**Reading the density of states of a transition metal**

The density of states tells how many electron states a crystal offers per unit of energy. Here the crystal is tantalum with one atom per cell, in a face-centred cubic lattice whose volume has been stretched by a quarter; ordinary tantalum is body-centred. The calculation also adds a Hubbard term of 6.2 eV to the d shell, so the numbers describe this model crystal and not a piece of tantalum on the bench. Each row is a mean over an energy bin about half an electronvolt wide, and the Fermi level is the zero of energy. The two spins were kept equal, so magnetism was not tested.

Face-centred cubic Ta (one atom per cell, volume scaled by 1.25), computed with FLEUR MaX-R8.1 (patched build s14): all-electron LAPW, Xalpha+U (U = 6.2 eV, J = 0 on Ta d), no spin polarisation or spin-orbit coupling, 11×11×11 k-mesh, Fermi-Dirac smearing of 0.05 eV. The density of states is per cell, for both spins together, averaged over equal energy bins.

| energy from the Fermi level (eV) | density of states (states/eV) |
| --- | --- |
| -9.878 | 0.000 |
| -9.389 | 0.000 |
| -8.900 | 0.000 |
| -8.412 | 0.000 |
| -7.923 | 0.040 |
| -7.434 | 0.080 |
| -6.946 | 0.070 |
| -6.457 | 0.190 |
| -5.968 | 0.150 |
| -5.480 | 0.320 |
| -4.991 | 0.250 |
| -4.502 | 0.490 |
| -4.013 | 0.450 |
| -3.525 | 0.620 |
| -3.036 | 0.680 |
| -2.547 | 0.460 |
| -2.059 | 1.010 |
| -1.570 | 1.440 |
| -1.081 | 1.760 |
| -0.593 | 1.460 |
| -0.104 | 1.320 |
| 0.385 | 1.050 |
| 0.874 | 1.380 |
| 1.362 | 0.970 |

## 1. How many electrons do the filled states hold?

Multiply each density by the bin width and add up to zero. The row at -0.104 eV straddles the Fermi level, so only the part of its bin below zero counts. The sum is 5.09 electrons per atom. Tantalum has five electrons in its 5d and 6s shells, so the count is right to about 2%, and the filled states in the table are the valence band.

## 2. Are these electrons spread evenly over the band?

They are not. The filled band is about 8 eV deep, yet nearly two thirds of its electrons sit in the top 2.3 eV. The highest row, 1.76 states/eV at -1.081 eV, lies in that upper part. The lower half of the band is long and thinly populated.

## 3. Would a free-electron gas look like this?

A gas of free electrons in the same volume is the simplest metal to compare with. Its density of states is

$$g(E)=C\sqrt{E-E_0},\qquad C=\frac{V}{2\pi^2}\left(\frac{2m}{\hbar^2}\right)^{3/2},$$

where $E_0$ is the bottom of the band, $V$ the cell volume and $m$ the electron mass. With $V=23.48$ Å³ and $\hbar^2/2m=3.81$ eV Å², $C$ is 0.16 in units of states per eV$^{3/2}$. The first row with a density above zero puts $E_0$ at -7.923 eV. Integrating up to the Fermi level gives

$$N=\tfrac{2}{3}\,C\,(7.923)^{3/2}\approx 2.4 .$$

The gas therefore accounts for less than half of the five electrons. It comes closer low in the band. Up to -5.7 eV its count is about a third too high, and up to -4.3 eV it holds 0.75 electrons against 0.78 in the table. That near match is partly luck, because the two counts cross there and the gas falls behind higher up. Nothing was fitted except that the onset was read from the table; the output after this text gives the comparison at several energies.

## 4. What fills the upper part?

The standard answer is the d states. A 5d orbital is more compact than a 6s orbital, so it overlaps less with its neighbours, and weak overlap gives a narrow band. Each atom brings ten d states, counting both spins, and squeezing them into a narrow range makes the density high. At the highest row it is about four times that of the free-electron gas.

The same calculation finds about two d electrons inside the sphere around each nucleus, which fits this picture. This total doesn't show at which energies they lie, and s, p and d states mix, so the band can't be divided cleanly. Nor is the d band complete here: the d and s shells together offer twelve states per atom, and the table holds about seven. The highest row in the table may thus not be the highest point of the whole band.

## 5. Is the dip at -2.547 eV real?

The density there is 0.46 states/eV, against a mean of 0.845 for the two neighbouring rows. To judge this, consider how the band is sampled. The mesh has $11^3=1331$ points, and cubic symmetry gives up to 48 of them the same energy. If the energies aren't interpolated between points, such a group carries $2\times48/1331=0.072$ electrons per band, or about 0.15 states/eV in one bin.

Below -4 eV no drop from one row to the next exceeds 0.07 states/eV, which is less than one such group, so these drops deserve no explanation. The dip is worth between two and three such groups, which makes it harder to dismiss. Yet the neighbouring rows hold only about six groups each on average, so chance could still produce it, and only a denser mesh would settle the matter. Spin-orbit coupling, left out here, can also shift 5d states by some tenths of an electronvolt. The slow rise followed by a high upper part is safe from these errors; the second decimal of a single row is not, and even the first is doubtful.

## 6. How large is the density at the Fermi level itself?

The row at -0.104 eV gives 1.32 states/eV, but as a mean over its bin. The electronic entropy offers a sharper probe, since only states close to the Fermi level are partly filled. For a smooth density,

$$TS=\frac{\pi^2}{3}\,g(E_F)\,(k_BT)^2 .$$

Here $TS$ is the entropy term in the energy, $E_F$ the Fermi level and $k_BT$ the smearing width of 0.05 eV. The calculation gives $TS=0.0117$ eV, hence 1.42 states/eV. The two estimates differ by about 8%, though both rest on the same mesh. For this model crystal 1.4 is a fair value with an uncertain second digit.

Tantalum serves in chips as a barrier layer around copper wiring. A high density at the Fermi level doesn't by itself make such a layer a good conductor, because resistance also depends on how fast the electrons move and how often they scatter.

## 7. What if the atom had one electron more or fewer?

Suppose the bands stay as they are and only the filling changes. One extra electron then raises the Fermi level by about 0.8 eV, and one fewer lowers it by about 0.7 eV. The steps are small because the density is high: a shift is roughly one electron divided by the density. The free-electron gas has only $0.16\sqrt{7.923}\approx0.45$ states/eV at this level and would need a step of about 2 eV.

This is the first guess for tungsten, with one electron more, and hafnium, with one fewer. It is only a guess, since a different nuclear charge also moves the d states relative to the s states.

## 8. What would change without the Hubbard term?

In the form used here, the term shifts a d orbital by $U(\tfrac12-n)$, where $U$ is its strength and $n$ the filling of that orbital. Two d electrons spread over ten states give $n\approx0.2$, so an average d orbital is pushed up by $6.2\times0.3\approx1.9$ eV. Without the term, the d states should lie lower relative to the s states. They would then take electrons from the broad band, and its bottom should come closer to the Fermi level.

The direction follows from the formula, but the final shift does not, because the charge readjusts and the orbitals mix. The depth of 8 eV therefore belongs to this choice of $U$ as much as to tantalum. A repeat with $U=0$ at the same volume would separate the two.

The analysis program printed:

```
width of one energy bin, eV: 0.4887
electrons from the onset to the Fermi level: 5.088
excess of this count over five electrons, percent: 1.755
share of these electrons in the top 2.3 eV, percent: 63.5
states per atom in the whole window, electrons: 6.935
table count up to -5.7 eV, electrons: 0.259
free-electron count up to -5.7 eV, electrons: 0.3478
table count up to -4.3 eV, electrons: 0.777
free-electron count up to -4.3 eV, electrons: 0.7483
table count up to -2.3 eV, electrons: 1.857
free-electron count up to -2.3 eV, electrons: 1.421
free-electron count up to the Fermi level, electrons: 2.378
same with the onset half a bin lower, electrons: 2.489
same with the onset half a bin higher, electrons: 2.269
highest row over free-electron density there, ratio: 4.207
weight of one full star of k-points in one bin, states/eV: 0.1476
largest drop between neighbouring rows below -4 eV, states/eV: 0.07
depth of the dip near -2.5 eV below the mean of its neighbours, states/eV: 0.385
depth of this dip in full stars: 2.609
density at the Fermi level from the electronic entropy, states/eV: 1.423
upward push of U on an average d orbital, eV: 1.869
Fermi level with one electron fewer in frozen bands, eV: -0.7181
Fermi level with one electron more in frozen bands, eV: 0.848
```
